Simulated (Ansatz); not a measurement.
# LiBr: do energies and stresses tell the same story?

Method: Ansatz, DFT PBE, scalar-relativistic, plane waves, PAW.

Cutoff 420 eV; k points 8×8×8 on the computed 2-atom cell (Γ-centred); Gaussian smearing, width 0.02 eV; no spin polarisation.

Relaxed cell: Fm-3m, a = 5.511 Å, b = 5.511 Å, c = 5.511 Å, α = 90.00°, β = 90.00°, γ = 90.00°, 2 atoms in the primitive cell.

Energies at zero smearing and pressures from the stress tensor, at volumes with shape and atoms relaxed:
```tsv
V (Å³/atom)	E − E(first) (meV/atom)	P (GPa)
18.409	0.00	4.36
19.037	-14.31	2.99
19.665	-23.68	1.83
20.292	-28.85	0.84
20.920	-30.45	0.00
21.547	-29.03	-0.71
22.175	-25.02	-1.32
23.012	-16.33	-1.99
```

Problem. Check P = −dE/dV between neighbouring volumes, and get the bulk modulus from the pressures alone.

Solution. With 1 eV/Å³ = 160.2 GPa:
```csv
middle V (Å³/atom),−ΔE/ΔV (GPa),mean P (GPa)
18.723,3.653,3.672
19.351,2.391,2.407
19.978,1.320,1.334
20.606,0.410,0.421
21.234,-0.364,-0.354
21.861,-1.023,-1.014
22.593,-1.665,-1.653
```

The two differ by 0.02 GPa at most. The mean of two end pressures misses the average over a step by about ΔV² P″/12, up to 0.02 GPa here; with that taken off 0.00 GPa remains. Around V = 20.920 Å³/atom, the two neighbours give B = −V ΔP/ΔV = 20.920 × 1.55 / 1.255 = 25.9 GPa, against B0 = 25.7 GPa from the Birch–Murnaghan fit of the energies.